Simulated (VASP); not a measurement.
# CaSe (Fm-3m) in VASP: further runs, part 2 of 2

VASP 6.6.1. Earlier steps stand in the parts before.

**3. Single point, PBE**

INCAR reads:

```
ALGO = Normal ; EDIFF = 1E-7
ENCUT = 520 ; GGA = PE
ISIF = 2 ; ISMEAR = -1
LASPH = True ; LCHARG = False
LREAL = False ; LWAVE = False
NBANDS = 15 ; NELM = 100
PREC = Accurate ; SIGMA = 0.05
```

KPOINTS reads:

```
k-points
0
Gamma
  8 8 8
```

POSCAR reads:

```
CaSe
1.0
    0.0000000000      2.9560000000      2.9560000000
    2.9560000000      0.0000000000      2.9560000000
    2.9560000000      2.9560000000      0.0000000000
Se Ca
1 1
Direct
    0.5000000000      0.5000000000      0.5000000000
    0.0000000000      0.0000000000      0.0000000000
```

Potentials or basis: VASP PAW PBE potentials, release 64 (Se, Ca_sv).

Started as:

```sh
> cat potpaw_PBE.64/Se/POTCAR potpaw_PBE.64/Ca_sv/POTCAR > POTCAR
> mpirun -np 1 vasp_std > vasp.out
```

OUTCAR:

```text
EDIFF = 1E-7
   ENCUT = 520
   GGA = PE
   ISIF = 2
   ISMEAR = -1
   LASPH = True
   LREAL = False
   NELM = 100
   PREC = Accurate

 ion  position               nearest neighbor table
   1  0.500  0.500  0.500-   2 2.96   2 2.96   2 2.96   2 2.96   2 2.96   2 2.96
   2  0.000  0.000  0.000-   1 2.96   1 2.96   1 2.96   1 2.96   1 2.96   1 2.96

  LATTYP: Found a face centered cubic cell.
 ALAT       =     5.9120000000

  Lattice vectors:

 A1 = (   0.0000000000,   2.9560000000,   2.9560000000)
 A2 = (   2.9560000000,   0.0000000000,   2.9560000000)
 A3 = (   2.9560000000,   2.9560000000,   0.0000000000)

Analysis of symmetry for initial positions (statically):
=====================================================================
 Subroutine PRICEL returns:
 Original cell was already a primitive cell.

 Routine SETGRP: Setting up the symmetry group for a
 face centered cubic supercell.

 Subroutine GETGRP returns: Found 48 space group operations
 (whereof 48 operations were pure point group operations)
 out of a pool of 48 trial point group operations.

The static configuration has the point symmetry O_h .

Analysis of symmetry for dynamics (positions and initial velocities):
[... 166 lines left out ...]
 k-point     1 :       0.0000    0.0000    0.0000
  band No.  band energies     occupation
      1     -37.2860      2.00000
      2     -18.2803      2.00000
      3     -18.2803      2.00000
      4     -18.2803      2.00000
      5      -9.3466      2.00000
      6       2.4581      2.00000
      7       2.4581      2.00000
      8       2.4581      2.00000
      9       5.8086      0.00000
     10       6.1638      0.00000
     11       6.1638      0.00000
     12       6.1638      0.00000
     13       6.7343      0.00000
     14       6.7343      0.00000
[... 401 lines left out ...]
      2     -18.3740      2.00000
      3     -18.3134      2.00000
      4     -18.2973      2.00000
      5      -8.6603      2.00000
      6      -0.3773      2.00000
      7       0.8261      2.00000
      8       1.2172      2.00000
      9       6.9366      0.00000
     10       7.2207      0.00000
     11       8.1872      0.00000
     12       8.4702      0.00000
     13       8.8120      0.00000
     14       9.6983      0.00000
     15      11.0850      0.00000

 [... further k-points ...]
[... 5 lines left out ...]
  --------------------------------------------------------------------------------------
  -------------------------------------------------------------------------------------
  Total        0.4342932      0.4342932      0.4342932      0.0000000      0.0000000     -0.0000000
  in kB       13.4694647     13.4694647     13.4694647      0.0000000      0.0000000     -0.0000000
  external PRESSURE =      13.4694647 kB  Pullay stress =       0.0000000 kB

 VOLUME and BASIS-vectors are now :
 -----------------------------------------------------------------------------
  energy-cutoff  :      520.00
  volume of cell :       51.66
      direct lattice vectors                 reciprocal lattice vectors
     0.000000000  2.956000000  2.956000000    -0.169147497  0.169147497  0.169147497
     2.956000000  0.000000000  2.956000000     0.169147497 -0.169147497  0.169147497
     2.956000000  2.956000000  0.000000000     0.169147497  0.169147497 -0.169147497

 POSITION                                       TOTAL-FORCE (eV/Angst)
 -----------------------------------------------------------------------------------
      2.95600      2.95600      2.95600         0.000000      0.000000     -0.000000
      0.00000      0.00000      0.00000        -0.000000      0.000000      0.000000
 -----------------------------------------------------------------------------------
    total drift:                                0.000000     -0.000000     -0.000000

  FREE ENERGIE OF THE ION-ELECTRON SYSTEM (eV)
  ---------------------------------------------------
  free  energy   TOTEN  =        -9.4799808635 eV

  energy  without entropy=       -9.4799808634  energy(sigma->0) =       -9.47998086
```

stdout:

```text
POSCAR found type information on POSCAR SeCa
 POSCAR found :  2 types and       2 ions
 scaLAPACK will be used
 LDA part: xc-table for (Slater+PW92), standard interpolation
 POSCAR, INCAR and KPOINTS ok, starting setup
 FFT: planning ... GRIDC
 FFT: planning ... GRID_SOFT
 FFT: planning ... GRID
 WAVECAR not read
 entering main loop
```

Run time: 17 s. Hardware: 1 thread of Intel Xeon Platinum 8488C (Sapphire Rapids), shared host; peak memory 0.17 GiB.

What came out:

```yaml
Free_energy: -9.4800 eV
Pressure: 1.3 GPa
Band_gap_on_the_k_mesh: 2.02 eV, indirect (least direct gap 2.96 eV)
```

**4. Single point, PBE (atoms moved at random, drawn with an rms of 0.05 Å)**

INCAR reads:

```
SYSTEM = CaSe
ALGO     = Normal         ! electronic algorithm
EDIFF    = 1E-7           ! SCF threshold, eV
ENCUT    = 520            ! plane-wave cutoff, eV
GGA      = PE             ! functional
ISIF     = 2              ! what is computed and relaxed
ISMEAR   = -1             ! smearing method
LASPH    = .True.         ! aspherical terms in the spheres
LCHARG   = .False.        ! write CHGCAR
LREAL    = .False.        ! projectors in reciprocal space
LWAVE    = .False.        ! write WAVECAR
NBANDS   = 15             ! bands
NELM     = 60             ! most SCF steps
PREC     = Accurate       ! precision mode
SIGMA    = 0.05           ! smearing width, eV
```

KPOINTS reads:

```
k-points
0
Gamma
  8 8 8
  0 0 0
```

POSCAR reads:

```
CaSe
1.0
    0.0000000000      2.9560000000      2.9560000000
    2.9560000000      0.0000000000      2.9560000000
    2.9560000000      2.9560000000      0.0000000000
Se Ca
1 1
Direct
    0.4972960000      0.4850340000      0.4998740000
    0.0051850000      0.0056180000     -0.0070100000
```

Started as:

```sh
> cat potpaw_PBE.64/Se/POTCAR potpaw_PBE.64/Ca_sv/POTCAR > POTCAR
> mpirun -np 1 vasp_std > vasp.out
```

Run time: 1.9 min. Hardware: 1 thread of Intel Xeon Platinum 8488C (Sapphire Rapids), shared host; peak memory 0.34 GiB.

The run converged. Its results:

| Item | Value |
| --- | --- |
| Free energy | -9.4661 eV |
| Pressure | 1.5 GPa |
| Largest force | 0.299 eV/Å |
| Band gap on the k mesh | 2.04 eV, indirect (least direct gap 2.96 eV) |

Forces on the atoms (eV/Å):
```
Se   0.127  0.009  0.271
Ca  -0.127 -0.009 -0.271
```

Stress tensor (GPa, compression positive):
```
 1.42  0.00 -0.05
 0.00  1.31  0.00
-0.05  0.00  1.79
```

Levels at points of the mesh, in eV from the valence-band top:
| k point | band 6 | band 7 | band 8 | band 9 | band 10 | band 11 |
| --- | --- | --- | --- | --- | --- | --- |
| (0.00, 0.00, 0.00) | -0.01 | 0.00 | 0.00 | 3.36 | 3.72 | 3.74 |
| (0.50, 0.00, 0.00) | -3.27 | -1.18 | -1.18 | 4.51 | 5.48 | 5.53 |
| (0.00, 0.50, 0.00) | -3.27 | -1.19 | -1.18 | 4.52 | 5.50 | 5.52 |
| (0.00, 0.00, 0.50) | -3.27 | -1.18 | -1.18 | 4.51 | 5.48 | 5.52 |
| (0.50, 0.50, 0.50) | -3.27 | -1.19 | -1.19 | 4.52 | 5.50 | 5.52 |
| (0.50, 0.50, 0.00) | -2.50 | -0.92 | -0.92 | 2.04 | 5.07 | 5.07 |
| (0.00, 0.50, 0.50) | -2.51 | -0.94 | -0.92 | 2.06 | 5.07 | 5.07 |
| (0.50, 0.00, 0.50) | -2.51 | -0.94 | -0.93 | 2.07 | 5.06 | 5.07 |

A k mesh can miss the band edges.

**5. Summary**

```csv
level,cell,ladder,gap on the mesh (eV),pressure (GPa)
PBEsol,as given,free,1.92,-0.9
PBE,as given,-,2.02,1.3
PBE,"atoms moved at random, drawn with an rms of 0.05 Å",-,2.04,1.5
```

Alike in all rows: task single point; potentials or basis VASP PAW PBE potentials, release 64 (Se, Ca_sv); no spin polarisation; k mesh 8 × 8 × 8; cutoff (eV) 520; smearing fermi-dirac 0.05 eV.

Caveats: the PAW data sets were made with another functional, which shifts forces and pressure a little (some runs).

Total energies depend on the potentials used, so only differences within one code and one set of settings carry meaning.

**6. Comparison with measurements**

Step 2. A measured gap of CaSe is 3.85 eV (indirect; 2 K; a printed reference work, monograph, original work of 1988); the calculated 1.92 eV misses it by -1.93 eV. So large a miss can be the level of theory's own, or it may mean another phase, state or a wrong row. Spin-orbit coupling on Se is left out. The value is that of PBEsol on a finite k mesh, which can miss the band edges, without temperature or zero-point motion. Semilocal functionals fall short of measured gaps as a rule.

Step 3. Measured gap of CaSe: 3.85 eV (indirect; 2 K; a printed reference work, monograph, original work of 1988). This calculation gives 2.02 eV (-1.83 eV). Spin-orbit coupling on Se is left out. The value is that of PBE on a finite k mesh, which can miss the band edges, without temperature or zero-point motion. Semilocal functionals fall short of measured gaps as a rule.
